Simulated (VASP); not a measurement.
# MgS (F-43m) in VASP: further runs

Runs on MgS. Level: LDA. Tasks: single point.

All numbers are computed with VASP 6.6.1; they aren't measurements. Logs are shortened: lines on timing, memory, paths and dates and some standing lists are left out, and cuts for length are marked.

## (1) Starting point

Symmetry: F-43m, No. 216, cubic system. The conventional cell has a = 5.666 Å, b = 5.666 Å, c = 5.666 Å, α = 90.00°, β = 90.00°, γ = 90.00°. Around S (site symmetry -43m) lie 4 Mg at 2.45 Å. Around Mg (site symmetry -43m) lie 4 S at 2.45 Å.

The cell comes from a database or a generator and needn't be the stable form of this composition.

## (2) Single point, LDA

INCAR reads:

```
PREC = Accurate ; ENCUT = 450
EDIFF = 1E-6 ; ISMEAR = 0
SIGMA = 0.2 ; LREAL = False
LASPH = True ; NELM = 100
ALGO = Normal ; ISIF = 2
LWAVE = False ; LCHARG = False
ADDGRID = False
```

KPOINTS reads:

```
Automatic mesh
0
Gamma
  5 5 5
```

POSCAR reads:

```
MgS
1.0
    0.0000000000      2.8331200468      2.8331200468
    2.8331200468      0.0000000000      2.8331200468
    2.8331200468      2.8331200468      0.0000000000
S Mg
1 1
Direct
    0.2500000000      0.2500000000      0.2500000000
    0.0000000000      0.0000000000      0.0000000000
```

Potentials or basis: VASP PAW LDA potentials, release 64 (S, Mg).

On the command line:

```console
> cat potpaw_LDA.64/S/POTCAR potpaw_LDA.64/Mg/POTCAR > POTCAR
> mpirun -np 1 vasp_std > vasp.out
```

OUTCAR:

```text
PREC = Accurate
   ENCUT = 450
   EDIFF = 1E-6
   ISMEAR = 0
   LREAL = False
   LASPH = True
   NELM = 100
   ISIF = 2

 Found     10 irreducible k-points:

 Following reciprocal coordinates:
            Coordinates               Weight
  0.000000  0.000000  0.000000      1.000000
  0.200000  0.000000  0.000000      8.000000
  0.400000  0.000000  0.000000      8.000000
  0.200000  0.200000  0.000000      6.000000
  0.400000  0.200000  0.000000     24.000000
 -0.400000  0.200000  0.000000     24.000000
   k-points           NKPTS =     10   k-points in BZ     NKDIM =     10   number of bands    NBANDS=      8
   number of dos      NEDOS =    301   number of ions     NIONS =      2
   total plane-waves  NPLWV =  21952
   dimension x,y,z NGX =    28 NGY =   28 NGZ =   28
   dimension x,y,z NGXF=    56 NGYF=   56 NGZF=   56
   ions per type =               1   1
   NGX,Y,Z   is equivalent  to a cutoff of  11.62, 11.62, 11.62 a.u.
   NGXF,Y,Z  is equivalent  to a cutoff of  23.24, 23.24, 23.24 a.u.
 SYSTEM =  unknown system
   PREC   = accura    normal or accurate (medium, high low for compatibility)
   ISTART =      0    job   : 0-new  1-cont  2-samecut
   ICHARG =      2    charge: 1-file 2-atom 10-const
   ISPIN  =      1    spin polarized calculation?
   LNONCOLLINEAR =      F non collinear calculations
   LSORBIT =      F    spin-orbit coupling
   LASPH  =      T    aspherical Exc in radial PAW
   ENCUT  =  450.0 eV  33.07 Ry    5.75 a.u.   6.93  6.93  6.93*2*pi/ulx,y,z
   NELM   =    100;   NELMIN=  2; NELMDL= -5     # of ELM steps
   EDIFF  = 0.1E-05   stopping-criterion for ELM
   LREAL  =      F    real-space projection
   EDIFFG = 0.1E-04   stopping-criterion for IOM
   NSW    =      0    number of steps for IOM
   IBRION =     -1    ionic relax: 0-MD 1-quasi-New 2-CG
   NFREE  =      0    steps in history (QN), initial steepest desc. (CG)
   ISIF   =      2    stress and relaxation
   ISYM   =      2    0-nonsym 1-usesym 2-fastsym
   POTIM  = 0.5000    time-step for ionic-motion
   TEBEG  =    0.0;   TEEND  =   0.0 temperature during run
   PSTRESS=    0.0 pullay stress
   NELECT =       8.0000    total number of electrons
   NUPDOWN=      -1.0000    fix difference up-down
   EMIN   =  10.00;   EMAX   =-10.00  energy-range for DOS
   EFERMI =   0.00;   METHOD = LEGACY
   ISMEAR =     0;   SIGMA  =   0.20  broadening in eV -4-tet -1-fermi 0-gaus
   EFERMI_NEDOS =   21; number of points for ismear=-14 and -15
   IALGO  =     38    algorithm
   IMIX   =      4    mixing-type and parameters
     AMIX     =   0.40;   BMIX     =  1.00
     AMIX_MAG =   1.60;   BMIX_MAG =  1.00
  volume/ion in A,a.u.               =      22.74       153.46
  Fermi-wavevector in a.u.,A,eV,Ry     =   0.917269  1.733386 11.447692  0.841382
  Thomas-Fermi vector in A             =   2.042218
   LORBIT       =      0    0 simple, 1 ext, 2 COOP (PROOUT), +10 PAW based schemes
   GGA     = CA    functional components
   LHFCALC =     F    Hartree Fock is set to
   AEXX    =    0.0000 exact exchange contribution
   IVDW    =     0    specifies the selected vdW correction
   LEPSILON=     F    determine dielectric tensor
   LRPA    =     F    only Hartree local field effects (RPA)
 non-spin polarized calculation
 Gauss-broadening in eV      SIGMA  =   0.20
  energy-cutoff  :      450.00
  volume of cell :       45.48
 maximum number of plane-waves:       990
   NGX = 13   NGY = 13   NGZ = 13

 number of electron       8.0000001 magnetization

 Free energy of the ion-electron system (eV)
  ---------------------------------------------------
  ext. energy  EPLUGINS =         0.00000000
  ---------------------------------------------------
  free energy    TOTEN  =        -9.37467905 eV

  energy without entropy =       -9.37467905  energy(sigma->0) =       -9.37467905

 E-fermi :   1.7843     XC(G=0):  -8.7519

 val. band max:        0.8827709160   @ k =   0.0000   0.0000   0.0000
 cond. band min:       4.0638315083   @ k =   0.0000   0.0000   0.0000
 fundamental gap:      3.1810605923
 Fermi energy:         1.7842919789

 k-point     1 :       0.0000    0.0000    0.0000
  band No.  band energies     occupation
      1     -10.3478      2.00000
      2       0.8828      2.00000
      3       0.8828      2.00000
      4       0.8828      2.00000
      5       4.0638      0.00000
      6       8.6410      0.00000
      7       8.6410      0.00000
      8       8.6410      0.00000

 k-point     2 :       0.2000    0.0000    0.0000
  band No.  band energies     occupation
      1     -10.1314      2.00000
      2      -0.5540      2.00000
      3       0.7575      2.00000
      4       0.7575      2.00000
      5       5.3349      0.00000
      6       8.3672      0.00000
      7       8.9160      0.00000
      8       8.9160      0.00000

 k-point     3 :       0.4000    0.0000    0.0000
  band No.  band energies     occupation
      1      -9.7273      2.00000
      2      -2.0922      2.00000
      3       0.5775      2.00000
      4       0.5775      2.00000
      5       5.7663      0.00000
      6       8.4482      0.00000
      7       8.4482      0.00000
      8       9.0950      0.00000

 k-point     4 :       0.2000    0.2000    0.0000
  band No.  band energies     occupation
      1     -10.0599      2.00000
      2      -0.5014      2.00000
      3       0.4658      2.00000
      4       0.4658      2.00000
      5       5.7123      0.00000
      6       7.5081      0.00000
      7       9.1913      0.00000
      8       9.6649      0.00000

 k-point     5 :       0.4000    0.2000    0.0000
  band No.  band energies     occupation
      1      -9.7121      2.00000
      2      -1.6138      2.00000
      3       0.0182      2.00000
      4       0.2499      2.00000
      5       6.0914      0.00000
      6       7.5864      0.00000
      7       8.5912      0.00000
      8       9.7573      0.00000

 k-point     6 :      -0.4000    0.2000    0.0000
  band No.  band energies     occupation
      1      -9.5594      2.00000
      2      -1.9877      2.00000
      3      -0.4312      2.00000
      4       0.3720      2.00000
      5       6.5069      0.00000
      6       7.4668      0.00000
      7       9.2415      0.00000
      8       9.5430      0.00000

 [... further k-points ...]

------------------------ aborting loop because EDIFF is reached ----------------------------------------

  FORCE on cell =-STRESS in cart. coord.  units (eV):
  Direction    XX          YY          ZZ          XY          YZ          ZX
  --------------------------------------------------------------------------------------
  -------------------------------------------------------------------------------------
  Total       -0.7130736     -0.7130736     -0.7130736      0.0000000      0.0000000     -0.0000000
  in kB      -25.1200213    -25.1200213    -25.1200213      0.0000000      0.0000000     -0.0000000
  external PRESSURE =     -25.1200213 kB  Pullay stress =       0.0000000 kB

 VOLUME and BASIS-vectors are now :
 -----------------------------------------------------------------------------
  energy-cutoff  :      450.00
  volume of cell :       45.48
      direct lattice vectors                 reciprocal lattice vectors
     0.000000000  2.833120047  2.833120047    -0.176483874  0.176483874  0.176483874
     2.833120047  0.000000000  2.833120047     0.176483874 -0.176483874  0.176483874
     2.833120047  2.833120047  0.000000000     0.176483874  0.176483874 -0.176483874

 POSITION                                       TOTAL-FORCE (eV/Angst)
 -----------------------------------------------------------------------------------
      1.41656      1.41656      1.41656        -0.000000     -0.000000     -0.000000
      0.00000      0.00000      0.00000         0.000000      0.000000      0.000000
 -----------------------------------------------------------------------------------
    total drift:                                0.000000      0.000000      0.000000

  FREE ENERGIE OF THE ION-ELECTRON SYSTEM (eV)
  ---------------------------------------------------
  free  energy   TOTEN  =        -9.3746790483 eV

  energy  without entropy=       -9.3746790483  energy(sigma->0) =       -9.37467905
```

Run time: 4.8 s. Hardware: 1 thread of Intel Xeon Platinum 8488C (Sapphire Rapids), shared host; peak memory 0.13 GiB.

These settings aren't checked as converged: the numbers below hold their error.

What came out:

```
Free energy            : -9.3747 eV
Pressure               : -2.5 GPa
Band gap on the k mesh : 3.18 eV, direct
```

## (3) Single point, LDA

INCAR is that of step 2.

KPOINTS is that of step 2.

POSCAR reads:

```
MgS
1.0
    0.0000000000      2.8331200468      2.8331200468
    2.8331200468      0.0000000000      2.8331200468
    2.8331200468      2.8331200468      0.0000000000
S Mg
1 1
Direct
    0.2346630000      0.2748010000      0.2357280000
   -0.0216520000      0.0237760000     -0.0317750000
```

Potentials or basis: VASP PAW LDA potentials, release 64 (S, Mg).

On the command line:

```console
> cat potpaw_LDA.64/S/POTCAR potpaw_LDA.64/Mg/POTCAR > POTCAR
> mpirun -np 1 vasp_std > vasp.out
```

OUTCAR:

```text
PREC = Accurate
   ENCUT = 450
   EDIFF = 1E-6
   ISMEAR = 0
   LREAL = False
   LASPH = True
   NELM = 100
   ISIF = 2

 Found     63 irreducible k-points:

 Following reciprocal coordinates:
            Coordinates               Weight
  0.000000  0.000000  0.000000      1.000000
  0.200000  0.000000  0.000000      2.000000
  0.000000  0.200000  0.000000      2.000000
  0.000000  0.000000  0.200000      2.000000
  0.200000  0.200000  0.200000      2.000000
  0.400000  0.000000  0.000000      2.000000
   k-points           NKPTS =     63   k-points in BZ     NKDIM =     63   number of bands    NBANDS=      8
[... 142 lines left out ...]

  FORCE on cell =-STRESS in cart. coord.  units (eV):
  Direction    XX          YY          ZZ          XY          YZ          ZX
  --------------------------------------------------------------------------------------
  -------------------------------------------------------------------------------------
  Total       -0.6643754     -0.6809417     -0.6426025     -0.0614046     -0.2704596     -0.3574839
  in kB      -23.4044917    -23.9880864    -22.6374795     -2.1631497     -9.5276981    -12.5933759
  external PRESSURE =     -23.3433525 kB  Pullay stress =       0.0000000 kB

 VOLUME and BASIS-vectors are now :
 -----------------------------------------------------------------------------
  energy-cutoff  :      450.00
  volume of cell :       45.48
      direct lattice vectors                 reciprocal lattice vectors
     0.000000000  2.833120047  2.833120047    -0.176483874  0.176483874  0.176483874
     2.833120047  0.000000000  2.833120047     0.176483874 -0.176483874  0.176483874
     2.833120047  2.833120047  0.000000000     0.176483874  0.176483874 -0.176483874

 POSITION                                       TOTAL-FORCE (eV/Angst)
 -----------------------------------------------------------------------------------
      1.44639      1.33267      1.44337        -0.256680     -0.341020     -0.046462
      2.81046      5.51487      2.83914         0.256680      0.341020      0.046462
 -----------------------------------------------------------------------------------
    total drift:                                0.000040      0.000074      0.000016

  FREE ENERGIE OF THE ION-ELECTRON SYSTEM (eV)
  ---------------------------------------------------
  free  energy   TOTEN  =        -9.3553599421 eV

  energy  without entropy=       -9.3553599421  energy(sigma->0) =       -9.35535994
```

It took 12 s on 1 thread of Intel Xeon Platinum 8488C (Sapphire Rapids), shared host; peak memory 0.15 GiB.

These settings aren't checked as converged: the numbers below hold their error.

What came out:

```yaml
Free_energy: -9.3554 eV
Pressure: -2.3 GPa
Largest_force: 0.429 eV/Å
Band_gap_on_the_k_mesh: 3.06 eV, direct
```

## (4) For comparison

An earlier run on the cell as given: functional PBEsol; potentials or basis VASP PAW PBE potentials, release 64 (S, Mg); cutoff 520 eV; k mesh 8 × 8 × 8; occupations fermi-dirac, width 0.05 eV; no spin polarisation.

- Pressure: -0.5 GPa
- Band gap on the k mesh: 3.29 eV, direct
